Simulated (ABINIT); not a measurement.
# ZrS2 (P-3m1) in ABINIT: single point with PBE

Aim: the single point of ZrS2 with PBE.

All numbers are computed with ABINIT 10.8.3 (patched build); they aren't measurements. Logs are shortened: lines on timing, memory, paths and dates and some standing lists are left out, and cuts for length are marked. The log counts tension as positive stress, the text compression.

**1. The structure**

Symmetry: P-3m1, No. 164, trigonal system. The conventional cell has a = 3.691 Å, b = 3.691 Å, c = 6.041 Å, α = 90.00°, β = 90.00°, γ = 120.00°. Around Zr (site symmetry -3m) lie 6 S at 2.57 Å. S (site symmetry 3m) has 3 Zr at 2.57 Å as nearest neighbours.

The cell is a database's computed one.

**2. Single point, PBE**

Input file run.abi:

```
# Pseudopotentials
pp_dirpath "./"
pseudos "Zr.upf, S.upf"

# Structure
acell 3*1.0 Angstrom
rprim
     3.6913825498     0.0000000000     0.0000000000
    -1.8456912749     3.1968310632     0.0000000000
     0.0000000000     0.0000000000     6.0410770100
ntypat 2
znucl 40 16
natom 3
typat 1 2 2
xred
     0.0000000000     0.0000000000     0.0000000000
     0.3333333333     0.6666666667     0.2379099700
     0.6666666667     0.3333333333     0.7620900300

# Plane-wave basis
ecut 707.496042 eV

# k points
kptopt 1
ngkpt 6 6 4
nshiftk 1
shiftk 0.0 0.0 0.0

# Exchange and correlation
ixc 11

# Bands and occupations
nband 16
occopt 3
tsmear 0.00183747

# SCF cycle
nstep 100
tolvrs 1.0e-10

# Output
iomode 3
prtwf 0
prteig 0
prtebands 0
enunit 2
prtvol 2
prtden 1
prtvha 1
prtvclmb 1
prtpot 1
prtelf 1
```

Potentials or basis: PseudoDojo NC SR PBE v0.4.1 standard.

Started as:

```bash
$ mpirun --bind-to none -np 4 abinit run.abi > log 2>&1
```

run.abo:

```text
.Version 10.8.3 of ABINIT
 Symmetries : space group P-3 m 1 (#164); Bravais hP (primitive hexag.)
================================================================================
 Values of the parameters that define the memory need of the present run
     intxc =       0    ionmov =       0      iscf =       7    lmnmax =       6
     lnmax =       6     mgfft =      54  mpssoang =       3    mqgrid =    3001
     natom =       3  nloc_mem =       1    nspden =       1   nspinor =       1
    nsppol =       1      nsym =      12    n1xccc =    2501    ntypat =       2
    occopt =       3   xclevel =       2
       mpw =        3060          nfft =       69984          nkpt =          24
================================================================================
================================================================================

--------------------------------------------------------------------------------
------------- Echo of variables that govern the present computation ------------
--------------------------------------------------------------------------------
 -outvars: echo values of preprocessed input variables --------
            acell      1.8897261259E+00  1.8897261259E+00  1.8897261259E+00 Bohr
              amu      9.12240000E+01  3.20660000E+01
             ecut      2.60000000E+01 Hartree
           enunit           2
              ixc          11
         kptrlatt        6    0    0      0    6    0      0    0    4
          kptrlen      4.18542123E+01
            natom           3
            nband          16
            ngfft          36      36      54
             nkpt          24
            nstep         100
             nsym          12
           ntypat           2
           occopt           3
        prtebands           0
           prteig           0
           prtelf           1
           prtpot           1
         prtvclmb           1
           prtvha           1
           prtvol           2
            prtwf           0
            rprim      3.6913825498E+00  0.0000000000E+00  0.0000000000E+00
                      -1.8456912749E+00  3.1968310632E+00  0.0000000000E+00
                       0.0000000000E+00  0.0000000000E+00  6.0410770100E+00
          spgroup         164
           tolvrs      1.00000000E-10
           tsmear      1.83747000E-03 Hartree
            typat      1  2  2
           xangst      0.0000000000E+00  0.0000000000E+00  0.0000000000E+00
                      -3.8164015073E-16  2.1312207088E+00  1.4372324502E+00
                       1.8456912749E+00  1.0656103544E+00  4.6038445598E+00
            xcart      0.0000000000E+00  0.0000000000E+00  0.0000000000E+00
                      -7.2119536352E-16  4.0274234535E+00  2.7159757102E+00
                       3.4878510225E+00  2.0137117267E+00  8.7000053442E+00
             xred      0.0000000000E+00  0.0000000000E+00  0.0000000000E+00
                       3.3333333333E-01  6.6666666667E-01  2.3790997000E-01
                       6.6666666667E-01  3.3333333333E-01  7.6209003000E-01
            znucl       40.00000   16.00000

================================================================================

 chkinp: Checking input parameters for consistency.

================================================================================
== DATASET  1 ==================================================================

--- !DatasetInfo
iteration_state: {dtset: 1, }
dimensions: {natom: 3, nkpt: 24, mband: 16, nsppol: 1, nspinor: 1, nspden: 1, mpw: 3060, }
cutoff_energies: {ecut:  26.0, pawecutdg:  -1.0, }
electrons: {nelect:   2.40000000E+01, charge:   0.00000000E+00, occopt:   3.00000000E+00, tsmear:   1.83747000E-03, }
meta: {optdriver: 0, ionmov: 0, optcell: 0, iscf: 7, paral_kgb: 0, }
...

[... 210 lines left out ...]
 kpt#   1, nband= 16, wtk=  0.00694, kpt=  0.0000  0.0000  0.0000 (reduced coord)
  -1.63925   -0.83273   -0.82726   -0.82726   -0.30020   -0.24894    0.00737    0.05992
   0.05992    0.15861    0.15861    0.16014    0.21994    0.21994    0.25089    0.34542
      occupation numbers for kpt#   1
   2.00000    2.00000    2.00000    2.00000    2.00000    2.00000    2.00000    2.00000
   2.00000    1.99999    1.99999    1.99997    0.00000    0.00000    0.00000    0.00000
 kpt#   2, nband= 16, wtk=  0.04167, kpt=  0.1667  0.0000  0.0000 (reduced coord)
  -1.63910   -0.83224   -0.82959   -0.82776   -0.29042   -0.25136    0.02055    0.05199
   0.06569    0.10704    0.13725    0.16013    0.22207    0.24576    0.26169    0.33136
      occupation numbers for kpt#   2
   2.00000    2.00000    2.00000    2.00000    2.00000    2.00000    2.00000    2.00000
   2.00000    2.00000    2.00000    1.99997    0.00000    0.00000    0.00000    0.00000
 kpt#   3, nband= 16, wtk=  0.04167, kpt=  0.3333  0.0000  0.0000 (reduced coord)
  -1.63878   -0.83412   -0.83122   -0.82875   -0.27050   -0.25431    0.02914    0.05578
   0.06027    0.07248    0.12000    0.12880    0.21103    0.27135    0.28366    0.35704
      occupation numbers for kpt#   3
   2.00000    2.00000    2.00000    2.00000    2.00000    2.00000    2.00000    2.00000
[... 112 lines left out ...]
      occupation numbers for kpt#  22
   2.00000    2.00000    2.00000    2.00000    2.00000    2.00000    2.00000    2.00000
   2.00000    2.00000    2.00000    2.00000    0.00000    0.00000    0.00000    0.00000
 kpt#  23, nband= 16, wtk=  0.08333, kpt=  0.3333  0.1667  0.5000 (reduced coord)
  -1.63862   -0.83513   -0.83080   -0.83041   -0.26290   -0.25172    0.01766    0.03978
   0.07251    0.08980    0.09599    0.12356    0.22573    0.26807    0.28501    0.34202
      occupation numbers for kpt#  23
   2.00000    2.00000    2.00000    2.00000    2.00000    2.00000    2.00000    2.00000
   2.00000    2.00000    2.00000    2.00000    0.00000    0.00000    0.00000    0.00000
 kpt#  24, nband= 16, wtk=  0.01389, kpt=  0.3333  0.3333  0.5000 (reduced coord)
  -1.63854   -0.83348   -0.83348   -0.83051   -0.25486   -0.25486    0.03733    0.03733
   0.05029    0.09404    0.09758    0.09758    0.24585    0.26947    0.26947    0.36400
      occupation numbers for kpt#  24
   2.00000    2.00000    2.00000    2.00000    2.00000    2.00000    2.00000    2.00000
   2.00000    2.00000    2.00000    2.00000    0.00000    0.00000    0.00000    0.00000
 Fermi (or HOMO) energy (eV) =   4.91064   Average Vxc (eV)=  -9.46150
 Eigenvalues (   eV  ) for nkpt=  24  k points:
 kpt#   1, nband= 16, wtk=  0.00694, kpt=  0.0000  0.0000  0.0000 (reduced coord)
 -44.60638  -22.65976  -22.51098  -22.51098   -8.16887   -6.77395    0.20062    1.63050
   1.63050    4.31608    4.31608    4.35757    5.98490    5.98490    6.82713    9.39936
 kpt#   2, nband= 16, wtk=  0.04167, kpt=  0.1667  0.0000  0.0000 (reduced coord)
 -44.60205  -22.64627  -22.57417  -22.52443   -7.90269   -6.83990    0.55908    1.41466
   1.78758    2.91268    3.73469    4.35723    6.04275    6.68746    7.12095    9.01666
 kpt#   3, nband= 16, wtk=  0.04167, kpt=  0.3333  0.0000  0.0000 (reduced coord)
 -44.59340  -22.69763  -22.61861  -22.55152   -7.36055   -6.92021    0.79298    1.51784
   1.63992    1.97233    3.26541    3.50472    5.74245    7.38367    7.71888    9.71559
 kpt#   4, nband= 16, wtk=  0.02083, kpt=  0.5000  0.0000  0.0000 (reduced coord)
 -44.58902  -22.75720  -22.60483  -22.56488   -7.21661   -6.78639    0.14157    1.84404
   1.95602    2.05400    2.75362    3.23769    5.59283    7.63734    7.89737   10.07143
 kpt#   5, nband= 16, wtk=  0.04167, kpt=  0.1667  0.1667  0.0000 (reduced coord)
 -44.59557  -22.65456  -22.62660  -22.55671   -7.47668   -6.92997    1.17002    1.31537
   1.52463    2.21718    2.81174    3.93945    6.33611    6.85650    7.72655    8.83389
 kpt#   6, nband= 16, wtk=  0.08333, kpt=  0.3333  0.1667  0.0000 (reduced coord)
 -44.58903  -22.72501  -22.60678  -22.59654   -7.11396   -6.89595    0.57907    1.33841
[... 40 lines left out ...]
 kpt#  20, nband= 16, wtk=  0.04167, kpt=  0.3333  0.0000  0.5000 (reduced coord)
 -44.59337  -22.69738  -22.61893  -22.55117   -7.30263   -6.97927    0.58263    1.15781
   1.90780    2.36758    3.36394    3.62869    5.63020    7.43568    7.74997    9.45091
 kpt#  21, nband= 16, wtk=  0.02083, kpt=  0.5000  0.0000  0.5000 (reduced coord)
 -44.58908  -22.75742  -22.60568  -22.56499   -7.27966   -6.70450    0.03926    1.34991
   1.84555    2.20088    3.42967    3.60963    5.42666    7.62916    7.89625    9.69382
 kpt#  22, nband= 16, wtk=  0.04167, kpt=  0.1667  0.1667  0.5000 (reduced coord)
 -44.59556  -22.65422  -22.62684  -22.55678   -7.32438   -7.09874    0.85123    1.24105
   1.92650    2.55986    2.76921    3.76170    6.49063    6.58731    7.86833    9.08195
 kpt#  23, nband= 16, wtk=  0.08333, kpt=  0.3333  0.1667  0.5000 (reduced coord)
 -44.58906  -22.72507  -22.60721  -22.59672   -7.15380   -6.84957    0.48044    1.08241
   1.97317    2.44359    2.61211    3.36228    6.14233    7.29464    7.75548    9.30671
 kpt#  24, nband= 16, wtk=  0.01389, kpt=  0.3333  0.3333  0.5000 (reduced coord)
 -44.58688  -22.68025  -22.68025  -22.59931   -6.93517   -6.93517    1.01582    1.01582
   1.36856    2.55885    2.65533    2.65533    6.68995    7.33265    7.33265    9.90482
 Total charge density [el/Bohr^3]
)     Maximum=    6.3120E-01  at reduced coord.    0.9444    0.8889    0.9444
)Next maximum=    6.3120E-01  at reduced coord.    0.9444    0.0556    0.9444
)     Minimum=    1.1267E-03  at reduced coord.    0.0000    0.0000    0.5000
)Next minimum=    1.1419E-03  at reduced coord.    0.0278    0.0000    0.5000
   Integrated=    2.4000E+01

--- !EnergyTerms
iteration_state     : {dtset: 1, }
comment             : Components of total free energy in Hartree
kinetic             :  2.19881436021759E+01
hartree             :  1.77117318048473E+01
xc                  : -1.63642955774781E+01
Ewald energy        : -4.66085508304318E+01
psp_core            :  1.83761377682731E+00
local_psp           : -5.98071301258413E+01
non_local_psp       :  8.37812020614974E+00
internal            : -7.28643671437509E+01
'-kT*entropy'       : -8.42807529436163E-08
total_energy        : -7.28643672280317E+01
total_energy_eV     : -1.98274044021097E+03
band_energy         : -8.37554308830580E+00
...

 Cartesian components of stress tensor (hartree/bohr^3)
  sigma(1 1)=  1.43741354E-05  sigma(3 2)=  0.00000000E+00
  sigma(2 2)=  1.43741355E-05  sigma(3 1)=  0.00000000E+00
  sigma(3 3)= -1.73064544E-05  sigma(2 1)=  0.00000000E+00

-Cartesian components of stress tensor (GPa)         [Pressure= -1.1221E-01 GPa]
- sigma(1 1)=  4.22901665E-01  sigma(3 2)=  0.00000000E+00
- sigma(2 2)=  4.22901666E-01  sigma(3 1)=  0.00000000E+00
- sigma(3 3)= -5.09173467E-01  sigma(2 1)=  0.00000000E+00

== END DATASET(S) ==============================================================
================================================================================

 -outvars: echo values of variables after computation  --------
            acell      1.8897261259E+00  1.8897261259E+00  1.8897261259E+00 Bohr
           etotal     -7.2864367228E+01
            fcart      2.5733564935E-29  4.4571841927E-29 -0.0000000000E+00
                       6.4333912337E-29  1.1142960482E-28  8.9878607154E-04
                      -9.0067477272E-29 -1.5600144675E-28 -8.9878607154E-04
            rprim      3.6913825498E+00  0.0000000000E+00  0.0000000000E+00
                      -1.8456912749E+00  3.1968310632E+00  0.0000000000E+00
                       0.0000000000E+00  0.0000000000E+00  6.0410770100E+00
           strten      1.4374135419E-05  1.4374135451E-05 -1.7306454376E-05
                       0.0000000000E+00  0.0000000000E+00  0.0000000000E+00
           xangst      0.0000000000E+00  0.0000000000E+00  0.0000000000E+00
                      -3.8164015073E-16  2.1312207088E+00  1.4372324502E+00
                       1.8456912749E+00  1.0656103544E+00  4.6038445598E+00
             xred      0.0000000000E+00  0.0000000000E+00  0.0000000000E+00
                       3.3333333333E-01  6.6666666667E-01  2.3790997000E-01
                       6.6666666667E-01  3.3333333333E-01  7.6209003000E-01
 Calculation completed.
```

Wall time 13 s (4 MPI ranks of Arm Neoverse V1, shared host); peak memory 0.28 GiB.

What came out:

- Free energy: -1982.7404 eV
- Largest force: 0.046 eV/Å
- Band gap on the k mesh: 1.07 eV, indirect (least direct gap 1.63 eV)
- Valence electrons inside the program's atomic spheres: Zr 8.28; S 3.93

Forces on the atoms (eV/Å):
```
Zr   0.000  0.000  0.000
S    0.000  0.000  0.046
S    0.000  0.000 -0.046
```

Caveat: the cutoff is too short for stress, so the log's stress isn't used; this functional lacks dispersion, which binds the layers, so the pressure and a relaxed spacing across them are unreliable.
